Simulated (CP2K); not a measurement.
**La2O3 in CP2K: the effect of functional**

Crystal: La2O3.

```
La O
1.0
     6.37027    0.00000    0.00000
    -3.18514    5.51682    0.00000
     0.00000    0.00000    3.28989
La O
2 3
Direct
  0.66667 0.33333 0.49810
  0.33333 0.66667 0.50190
  0.50461 0.00000 0.00000
  0.00000 0.50461 0.00000
  0.49539 0.49539 0.00000
```

The cell comes from a database or a generator and needn't be the stable form of this composition.

Alike in all runs:

```yaml
Program: CP2K 2026.2
Task: single point
Potentials_or_basis: GTH_POTENTIALS La GTH-PBE-q11; POTENTIAL_UZH O GTH-PBE-q6; DZVP-MOLOPT-SR-GTH, DZVP-MOLOPT-PBE-GTH basis
Density_cutoff: 11565 eV
k_mesh: 5 × 5 × 8
Occupations: fermi-dirac, width 0.05 eV
Spin: no spin polarisation
```

Problem. One run gave: gap on the mesh 1.32 eV; pressure -2.4 GPa. Which functional did it use?
A. PBEsol
B. revPBE
C. LDA
D. rev-vdW-DF2
E. WC

Solution. C.

```csv
functional,gap on the mesh (eV),pressure (GPa)
LDA,1.32,-2.4
PBEsol,1.43,-0.9
rev-vdW-DF2,1.43,1.0
revPBE,1.63,2.8
WC,1.48,-0.8
TASK,2.53,8.9
```

Caveats: the potentials were made for another functional, which shifts forces and pressure; spin-orbit coupling is left out, which moves the levels of the heavy elements; an odd mesh through Γ misses points on the zone boundary, where band edges often lie; the basis of atomic orbitals isn't converged, which shifts pressures, moduli and gaps.

Runs at the PBE level aren't shown here.
